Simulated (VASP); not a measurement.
Wanted: the native input for a VASP 6.6.1 run.

- Task: single point
- Functional: RPBE
- Potentials or basis: VASP PAW PBE potentials, release 64 (B)
- Cutoff: 520 eV
- k mesh: 17 × 17 × 15
- Occupations: fermi-dirac, width 0.1 eV
- Spin: no spin polarisation
- Dipole correction: no
- Further INCAR settings: ALGO = Normal; EDIFF = 1e-06; NBANDS = 12

The structure of B lies in POSCAR:

```
B
1.0
    2.8783155179      0.0000000000      0.0000000000
   -1.4391577590      2.4926943586      0.0000000000
    0.0000000000      0.0000000000      2.8427084702
B
3
Direct
    1.0000000000      0.0000000000      0.0000000000
    0.3333333333      0.6666666667      0.5000000000
    0.6666666667      0.3333333333      0.5000000000
```

This isn't the form of B at room conditions, which is rhombohedral.

These files were run (other wordings do the same):

INCAR

```
PREC = Accurate
ENCUT = 520
EDIFF = 1E-6
ISMEAR = -1
SIGMA = 0.1
LREAL = False
LASPH = True
NELM = 100
ALGO = Normal
ISIF = 2
LWAVE = False
LCHARG = False
GGA = RP
NBANDS = 12
```

KPOINTS

```
Automatic mesh
0
Gamma
  17 17 15
```

Potentials or basis: VASP PAW PBE potentials, release 64 (B).

Run with:

```console
$ cat potpaw_PBE.64/B/POTCAR > POTCAR
$ mpirun -np 1 vasp_std > vasp.out
```

It gave:

The pressure is -0.1 GPa and the band gap on the k mesh is none (metal or under the smearing width).

Caveat: the PAW data sets were made with another functional, which shifts forces and pressure a little.

Run time: 37 s on 1 thread of Intel(R) Xeon(R) Platinum 8259CL CPU @ 2.50GHz (Skylake/Cascade Lake), with other jobs on the host, peak memory 0.16 GiB.
